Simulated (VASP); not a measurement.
A run of VASP 6.6.1:

INCAR

```
  ALGO = Normal
  EDIFF = 1E-7
  EDIFFG = -0.005
  ENCUT = 600
  GGA = PS
  IBRION = 2
  ISIF = 3
  ISMEAR = 0
  LASPH = True
  LCHARG = False
  LREAL = False
  LWAVE = False
  NELM = 80
  NSW = 90
  PREC = Accurate
  PSTRESS = 133.0
  SIGMA = 0.03
```

The input KPOINTS:

```
k-points
0
Gamma
  14 14 14
```

Contents of POSCAR:

```
Ge                                      
1.0
   -2.4415822318      2.4415822318      1.3568925119
    2.4415822318     -2.4415822318      1.3568925119
    2.4415822318      2.4415822318     -1.3568925119
  Ge            
     2
Direct
     0.2500000000000000    0.7500000000000000    0.5000000000000000
     0.5000000000000000    0.5000000000000000    0.0000000000000000
```

Potentials or basis: VASP PAW PBE potentials, release 64 (Ge_d).

Run with:

```sh
$ cat potpaw_PBE.64/Ge_d/POTCAR > POTCAR
$ mpirun -np 1 vasp_std > vasp.out
```

Hardware: 1 thread of Intel(R) Xeon(R) Platinum 8375C CPU @ 2.90GHz (Ice Lake), with other jobs on the host.

Q: How long does it take, and how much memory?

A: Run time: 2.6 min on 1 thread of Intel(R) Xeon(R) Platinum 8375C CPU @ 2.90GHz (Ice Lake), on a shared host, peak memory 0.28 GiB. Counts: scf iterations 11, k points 244, ion steps 1.
